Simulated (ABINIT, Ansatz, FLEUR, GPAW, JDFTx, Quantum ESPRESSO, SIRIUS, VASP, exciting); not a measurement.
**Si2Mo: 11 runs at one level of theory**

```
CELL_PARAMETERS angstrom
-1.60000 1.60000 3.93050
1.60000 -1.60000 3.93050
1.60000 1.60000 -3.93050
ATOMIC_POSITIONS crystal
Mo 0.00000 0.00000 0.00000
Si 0.66700 0.66700 0.00000
Si 0.33300 0.33300 0.00000
```

Alike in all runs: task single point; functional PBE; k mesh 12 × 12 × 12; occupations fermi-dirac, width 0.05 eV; no spin polarisation; no spin-orbit coupling. Pressure is positive in compression and, in plane waves, holds the error of the finite cutoff, which Ansatz's Pulay term estimates and takes out.

```tsv
program and potentials	plane-wave cutoff (eV)	notes	band gap (eV)	pressure (GPa)	largest force (eV/Å)
SIRIUS, all-electron FP-LAPW, apw+lo standard	-	-	no gap	-	0.282
ABINIT, JTH PAW PBE v2.0	408	-	no gap	2.34	0.274
Ansatz, Ansatz PAW (earlier soft set)	420	-	?	?	?
exciting, all-electron LAPW+lo, shipped species files, valence relativity iora*	-	-	no gap	-	0.284
FLEUR, all-electron, FLAPW	-	-	no gap	-	0.275
Ansatz, all-electron LAPW, scalar-relativistic	-	-	no gap	2.27	0.279
Quantum ESPRESSO, SSSP 1.3 efficiency PBE	816	-	no gap	2.07	0.283
GPAW, GPAW PAW data sets (gpaw-data 1.2.1)	600	-	no gap	2.84	0.265
VASP, PBE PAW files Mo_sv, Si, 520 eV	520	-	no gap	2.40	0.274
JDFTx, PseudoDojo-SR-PBE-0.5-standard	1088	-	no gap	2.32	0.275
SIRIUS, PseudoDojo 0.4.1 PBE standard (scalar relativistic)	1102	-	no gap	2.33	0.275
```

Task: Estimate from the other rows what the run with Ansatz, Ansatz PAW (earlier soft set) gave.

Result: No band gap; pressure 2.26 GPa; largest force 0.279 eV/Å. Its pressure holds a Pulay term of +0.02 GPa. The other rows, which needn't bracket it: pressure 2.07 to 2.84; largest force 0.265 to 0.284.
